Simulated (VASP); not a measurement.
## ZnS: single point with r2SCAN

The system is ZnS.

```
Zn S
1.0
     3.58959    0.00000    0.00000
    -1.79480    3.10868    0.00000
     0.00000    0.00000    5.88000
Zn S
2 2
Direct
  0.00000 0.00000 0.00000
  0.00000 0.00000 0.50000
  0.33333 0.66667 0.25000
  0.66667 0.33333 0.75000
```

The cell was built by a generator and needn't be a form met in nature.

```yaml
Program: VASP 6.6.1
Task: single point
Functional: r2SCAN
Potentials_or_basis: VASP PAW PBE potentials, release 64 (Zn, S)
Cutoff: 520 eV
k_mesh: 6 × 6 × 4
Occupations: gaussian, width 0.01 eV
Spin: no spin polarisation
```

```
Pressure               : 0.2 GPa
Band gap on the k mesh : 0.81 eV, indirect (least direct gap 2.38 eV)
```

Stress tensor (GPa, compression positive):
```
0.26 0.00 0.00
0.00 0.26 0.00
0.00 0.00 0.01
```

Levels at points of the mesh, in eV from the valence-band top:
| k point | band 16 | band 17 | band 18 | band 19 | band 20 | band 21 |
| --- | --- | --- | --- | --- | --- | --- |
| (0.00, 0.00, 0.00) | -0.62 | -0.11 | -0.11 | 2.26 | 4.26 | 7.19 |
| (0.50, 0.00, 0.00) | -2.61 | -1.98 | -0.11 | 2.93 | 3.88 | 4.65 |
| (0.00, 0.00, 0.50) | -0.37 | -0.37 | -0.37 | 4.32 | 4.32 | 7.36 |
| (0.50, 0.00, 0.50) | -1.55 | -1.52 | -1.52 | 2.55 | 2.55 | 5.97 |

Wall time 72 s on 1 thread of Intel(R) Xeon(R) 6975P-C (Granite Rapids), on a shared host, peak memory 0.2 GiB.

Caveat: the PAW data sets were made with another functional, which shifts forces and pressure a little. r2SCAN opens gaps a little over a GGA but as a rule still falls short of measured ones.
